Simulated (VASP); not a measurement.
Wanted: the native input for a VASP 6.6.1 run.

- Task: relaxation of cell and atoms
- Functional: PBEsol
- Potentials or basis: VASP PAW PBE potentials, release 64 (Al, P)
- Cutoff: 600 eV
- k mesh: 8 × 8 × 8
- Occupations: gaussian, width 0.02 eV
- Spin: no spin polarisation
- Dipole correction: no
- Further INCAR settings: ALGO = Fast; EDIFF = 1e-06; IBRION = 2; EDIFFG = -0.002; NSW = 100; ISIF = 3

The structure of AlP lies in POSCAR:

```
AlP
1.0
    0.0000000000      2.7364837100      2.7364837100
    2.7364837100      0.0000000000      2.7364837100
    2.7364837100      2.7364837100      0.0000000000
Al P
1 1
Direct
    0.0000000000      0.0000000000      0.0000000000
    0.2500000000      0.2500000000      0.2500000000
```

The cell was built by a generator and isn't the measured one.

The input as run:

INCAR

```
SYSTEM = AlP
PREC = Accurate
ENCUT = 600
EDIFF = 1E-6
ISMEAR = 0
SIGMA = 0.02
LREAL = .FALSE.
LASPH = .TRUE.
NELM = 100
ALGO = Fast
ISIF = 3
LWAVE = .FALSE.
LCHARG = .FALSE.
GGA = PS
IBRION = 2
NSW = 100
EDIFFG = -0.002
```

KPOINTS

```
Automatic mesh
0
G
  8 8 8
  0 0 0
```

Potentials or basis: VASP PAW PBE potentials, release 64 (Al, P).

Command:

```bash
$ cat potpaw_PBE.64/Al/POTCAR potpaw_PBE.64/P/POTCAR > POTCAR
$ mpirun -np 1 vasp_std > vasp.out
```

It gave:

The relaxed volume is 20.47 Å³/atom, the relaxed cell is a = 3.869 Å, b = 3.869 Å, c = 3.869 Å, α = 60.00°, β = 60.00°, γ = 60.00° and the space group after relaxing (to 0.05 Å) is F-43m (No. 216). The energy gained by relaxing is 0.0 meV/atom. The ionic steps are 3, the pressure after relaxing is 0.0 GPa and the band gap on the k mesh is 1.45 eV, indirect (least direct gap 3.15 eV).

Caveat: the PAW data sets were made with another functional, which shifts forces and pressure a little.

It took 13 s on 1 thread of Intel(R) Xeon(R) Platinum 8488C (Sapphire Rapids), with other jobs on the host, peak memory 0.18 GiB.
